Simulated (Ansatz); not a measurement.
Input and command of a plane-wave DFT calculation in Ansatz:

```yaml
crystal:
  lattice:
    - [2.9158731605, -1.7652456787, 0.0]
    - [2.9158731605, 1.7652456787, 0.0]
    - [0.0, 0.0, 6.8301816754]
  atoms:
    - { symbol: F, position: [0.0814876184, 0.9185123816, 0.0935805277] }
    - { symbol: F, position: [0.5814876184, 0.4185123816, 0.4064194723] }
    - { symbol: F, position: [0.9185123816, 0.0814876184, 0.9064194723] }
    - { symbol: F, position: [0.4185123816, 0.5814876184, 0.5935805277] }
basis:
  ecutwfc: 420
kpoints:
  mp_grid: { grid: [8, 8, 4] }
hamiltonian:
  xc: pbesol
scf:
  occupations: { method: gaussian, width: 0.02 }
output:
  forces: true
  stress: true
  eigenvalues: true
relax:
  adjacent_minimum: "off"
  f_tol: 0.01
  max_steps: 60
  cell: { stress_tol: 0.1 }
```

```bash
ansatz run input.yaml --threads 1 --pin off --max-ram 2560MiB --backend cpu --events-out ev --progress --plain --runs-dir out
```

Processor: Arm Neoverse V1, 1 thread, on a host shared with other jobs.

**Question.** How long does it run, and how much memory does it take?

**Answer.** About 7.9 s on 1 thread of Arm Neoverse V1 (shared host), peak memory 0.34 GiB. It solves 18 bands at 63 k points (the mesh reduced by the symmetry that the task leaves, which can be less than the crystal's) with about 1363 plane waves (on the last cell), in 10 SCF iterations over 2 ionic steps.
